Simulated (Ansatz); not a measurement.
Input and command of a calculation in Ansatz (plane waves; scalar-relativistic PAW potentials unless the input names others):

```yaml
crystal:
  lattice:
    - [0.0, 2.5195443483, 2.5195443483]
    - [2.5195443483, 0.0, 2.5195443483]
    - [2.5195443483, 2.5195443483, 0.0]
  atoms:
    - { symbol: Pb, position: [0.0, 0.0, 0.0] }
basis:
  ecutwfc: 420
kpoints:
  mp_grid: { grid: [14, 14, 14] }
hamiltonian:
  xc: pbe
scf:
  occupations: { method: fermi_dirac, width: 1.0 }
  max_iter: 60
output:
  forces: true
  eigenvalues: true
  stress: true
```

```bash
ansatz run input.yaml --threads 4 --pin off --max-ram 8192MiB --backend cpu --events-out ev --progress --plain --runs-dir out
```

Abridged log:
```
band count auto-derived: 16 (N_el = 14.0; filled up to band 7; 11 by the electrons, moments and atoms)
Pseudopotentials: kind: paw
Pseudopotential: Pb, paw, valence charge 14, recommended cutoff 420 eV (normal)
Functional definition: PBE
Crystal: 1 atom, lattice volume = 31.989 Å³
Basis set: ecut = 420 eV, 609 PW (Γ), exchange–correlation on 48×48×48 points (8 copies of the dense FFT grid, shifted against one another)
Bands: 16, of which v1, the nominal top of the filled ones, is band 7 counted from 1 (6 counted from 0)
Symmetry: 48 space group operations
Space group: Fm-3m (ITA 225), of the structure as read, at distance tolerance 3.2e-5 Å
k-points: 104 of 2744
Initial density: superposition of atomic densities (neutral atoms: chi_scale 0, normalization atom), corrected by the library's trained network
Initial wavefunctions: pseudopotential atomic-orbital guess
Functional: x = pbe(κ = 0.804, μ = 0.21951497), c = pbe(β = 0.06672455)
SCF iter   1: F=—  HF=-11907.358010 eV  |F-HF|=—  |Δ(HF+E_count)|=         —  Δρ=1.28e-3  dr2=6.50e-4  ethr=1.77e-3  ⟨swp⟩=5.5  Hψ=9072  notcnv=0
SCF iter   2: F=—  HF=-11907.357636 eV  |F-HF|=—  |Δ(HF+E_count)|=   3.74e-4  Δρ=7.19e-4  dr2=1.81e-4  ethr=4.65e-6  ⟨swp⟩=2.5  Hψ=3336  notcnv=0
SCF iter   3: F=—  HF=-11907.357654 eV  |F-HF|=—  |Δ(HF+E_count)|=   1.80e-5  Δρ=2.29e-4  dr2=2.74e-5  ethr=1.29e-6  ⟨swp⟩=1.6  Hψ=1839  notcnv=0
SCF iter   4: F=—  HF=-11907.357646 eV  |F-HF|=—  |Δ(HF+E_count)|=   7.87e-6  Δρ=8.92e-5  dr2=1.66e-6  ethr=1.96e-7  ⟨swp⟩=2.9  Hψ=2699  notcnv=0
SCF iter   5: F=—  HF=-11907.357647 eV  |F-HF|=—  |Δ(HF+E_count)|=   7.52e-7  Δρ=3.57e-5  dr2=3.67e-7  ethr=1.18e-8  ⟨swp⟩=2.0  Hψ=2485  notcnv=0
SCF iter   6: F=-11907.357647 eV  HF=-11907.357647 eV  |F-HF|=3.12e-8  |Δ(HF+E_count)|=   1.27e-7  Δρ=9.75e-6  dr2=3.24e-8  ethr=7.14e-10  ⟨swp⟩=7.4  Hψ=7653  notcnv=0
SCF 1 converged in 6 iterations: F = -11907.357647 eV  dr2 = 3.24e-8
SCF converged after 6 iterations
Free energy (F): -11907.357647 eV
Harris-Foulkes:  -11907.357647 eV  (|F-HF|=3.12e-8)
Internal energy: -11905.456732 eV  (E = F + TS)
E sigma→0 (E₀):  -11906.407189 eV
Entropy (-TS):   -1.900914 eV (-1900.914 meV/atom)
Fermi energy:    10.105132 eV
--- Forces (eV/Å), atoms counted from 1 ---
  atom   1  Pb     0.00000000     0.00000000     0.00000000
--- Stress (GPa, compression-positive) ---
        4.018729       0.000000       0.000000
        0.000000       4.018729       0.000000
        0.000000       0.000000       4.018729
  P = ⅓ Tr σ = 4.0187 GPa (40.187 kbar)
```

What should be changed?

The fault is a smearing of electronvolts (scf.occupations: {"method": "gaussian", "width": 0.1} → {"method": "fermi_dirac", "width": 1.0}, the first being the value of the sound run). Setting it back cures it. The run converged all the same, with an energy at zero smearing 11.13 meV/atom above the reference's, pressure 4.02 GPa, largest force 0.000 eV/Å, no gap on the mesh, so convergence alone doesn't show that an input is right. A reference run on usual settings, whose relaxation ended at this geometry, converged, and the end of its own relaxation has pressure 0.04 GPa, largest force 0.000 eV/Å, no gap on the mesh.

It took 1.4 s on 4 threads of Intel(R) Xeon(R) Processor @ 2.70GHz, on a shared host, peak memory 0.35 GiB.